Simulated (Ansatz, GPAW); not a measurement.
Given: the input of a run of Ansatz 0.2.0 on MgO. The cell is a database's computed one, not the measured one.

The input input.yaml:

```yaml
crystal:
  lattice:
    - [0.0, 2.0970013927, 2.0970013927]
    - [2.0970013927, 0.0, 2.0970013927]
    - [2.0970013927, 2.0970013927, 0.0]
  atoms:
    - { symbol: Mg, position: [0.0, 0.0, 0.0] }
    - { symbol: O, position: [0.5, 0.5, 0.5] }
hamiltonian:
  xc: pbe
  pseudopotentials: { kind: paw }
kpoints:
  mp_grid: { grid: [11, 11, 11] }
scf:
  occupations: { method: gaussian, width: 0.014 }
output:
  forces: true
  stress: true
  eigenvalues: true
```

Potentials or basis: Ansatz PAW.

Command:

```sh
$ ansatz run input.yaml --threads 2 --pin off --max-ram 5632MiB --backend cpu --events-out ev --progress --plain --runs-dir out
```

Q: Set up the same calculation for GPAW 26.7.0 (ASE script). Potentials or basis there: GPAW PAW data sets (gpaw-data 1.2.1), cutoff 800 eV.

A: As run (cutoffs and basis follow the program's own potentials, and thresholds, step limits or extra output files can differ):

The input run.py:

```python
from ase.dft.bandgap import bandgap
from ase.io import read, write
from ase.units import GPa
from gpaw import GPAW, PW

atoms = read('POSCAR')

calc = GPAW(mode=PW(800),
            xc='PBE',
            kpts={'size': (11, 11, 11), 'gamma': True},
            occupations={'name': 'methfessel-paxton', 'order': 0, 'width': 0.014},
            nbands=16,
            convergence={'density': 1e-05, 'energy': 1e-05},
            maxiter=150,
            txt='gpaw.txt')
atoms.calc = calc
energy = atoms.get_potential_energy()
forces = atoms.get_forces()
stress = atoms.get_stress()
calc.write('gs.gpw')
write('result.traj', atoms)
print(f'Energy: {energy:.6f} eV')
print('Forces (eV/A):')
print(forces.round(4))
print('Stress (GPa):', (stress / GPa).round(3))
print('Fermi level:', round(calc.get_fermi_level(), 4), 'eV')
print(f'Gap: {bandgap(calc)[0]:.4f} eV, direct: {bandgap(calc, direct=True)[0]:.4f} eV')
```

POSCAR

```
MgO
1.0
    0.0000000000      2.0970013927      2.0970013927
    2.0970013927      0.0000000000      2.0970013927
    2.0970013927      2.0970013927      0.0000000000
Mg O
1 1
Direct
    0.0000000000      0.0000000000      0.0000000000
    0.5000000000      0.5000000000      0.5000000000
```

Potentials or basis: GPAW PAW data sets (gpaw-data 1.2.1), pw.

Command:

```console
$ OMP_NUM_THREADS=1 python run.py
```

Both were run:

|  | Ansatz | GPAW |
| --- | --- | --- |
| Pressure | 6.9 GPa | 7.0 GPa |

Ansatz's pressure holds a Pulay term of +0.60 GPa for its cutoff of 420 eV, which the other run lacks.

Where Ansatz's input types no cutoff or centring, it takes its own default and a Γ-centred mesh.

Pressure is positive in compression.
